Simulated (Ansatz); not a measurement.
# SrCl₂, relaxed from a CdCl2-type start to space group Fm-3m (read at 0.02 Å)

The computed numbers are results of PBEsol, scalar-relativistic (no spin polarisation) in the plane-wave PAW code Ansatz at 420 eV, Γ-centred 8×8×8 mesh, 0.05 eV Gaussian smearing. The datasets are Ansatz's generated set soft_2.

```
CELL_PARAMETERS angstrom
2.44170 1.40972 3.99013
-2.44170 1.40972 3.99013
0.00000 -2.81943 3.99013
ATOMIC_POSITIONS crystal
Sr 0.00000 0.00000 0.00000
Cl 0.24994 0.24994 0.24994
Cl 0.75006 0.75006 0.75006
```

The start was a prototype's sites filled with these elements; the Crystallography Open Database holds the compound in this structure.

The cell is relaxed to zero pressure at this level.

The cell has space group Fm-3m (read at 0.01 Å). In it the stress is 0.01, 0.01, 0.00, 0.00, 0.00, 0.00 GPa and the largest force component 0.001 eV/Å. Each change below starts from this cell, without further relaxation. Stress is in GPa, positive in compression, in the order xx, yy, zz, yz, xz, xy; energies are counted from the cell above.

**Question.** What happens when atom 1 (Sr) is moved by 0.08 Å along y?

**Answer.** The energy changes by 9.2 meV per cell, and the force on it along the shift is -0.232 eV/Å (−F/u = 2.89 eV/Å²). Stress: 0.07, 0.17, 0.02, -0.05, 0.00, 0.00.
| atom | Fx (eV/Å) | Fy | Fz |
| --- | --- | --- | --- |
| Sr1 | 0.000 | -0.232 | 0.001 |
| Cl2 | 0.000 | 0.130 | -0.010 |
| Cl3 | 0.000 | 0.101 | 0.009 |
In a harmonic crystal the energy would rise by −½F·u = ½ × 2.89 × 0.08² eV = 9.3 meV, which matches.

**Question.** What stress follows from an engineering strain of 3 % in yy, atoms carried along?

**Answer.** -0.67, -1.62, -0.75, -0.19, 0.00, 0.00 GPa; the energy changes by 13.1 meV per cell. The gap on the mesh goes from 5.25 eV to 5.11 eV.
```
atom  Fx (eV/Å)      Fy      Fz
 Sr1      0.000   0.000   0.000
 Cl2      0.000  -0.043   0.037
 Cl3      0.000   0.043  -0.037
```
The change of the stress over the strain gives a clamped-atom stiffness of about 54 GPa for this component, a secant value that lies under the elastic constant in tension and over it in compression, by several per cent for each per cent of strain.
In a harmonic crystal the energy would rise by V(½Cε² − σ₀ε), with σ₀ the stress of the unstrained cell, = 12.5 meV, close to the run's value; the rest has the sign of the anharmonic part, which a secant stiffness overstates.

Kohn–Sham gaps of semilocal functionals lie under measured ones, often by a third or more.
